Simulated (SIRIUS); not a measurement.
Runs of SIRIUS 7.12.0 on Au. Symmetry: Fm-3m, No. 225, cubic system. The conventional cell has a = 4.070 Å, b = 4.070 Å, c = 4.070 Å, α = 90.00°, β = 90.00°, γ = 90.00°. Au (site symmetry m-3m) has 12 Au at 2.88 Å as nearest neighbours. 

```csv
level,V0 of scaled cells (Å³/atom),B0 (GPa)
LDA,16.57,194
WC,17.14,(a)
AM05,16.93,(b)
PBEsol,17.00,178
```

Alike in all rows: task equation of state; potentials or basis all-electron FP-LAPW, apw+lo standard; no spin polarisation; cell as given; k mesh 11 × 11 × 11; cutoff (eV) 168; smearing fermi-dirac 0.05 eV.

Question: Fill in the values left out.

Answer: (a) 176; (b) 175.

Not every run made on this cell is shown here.
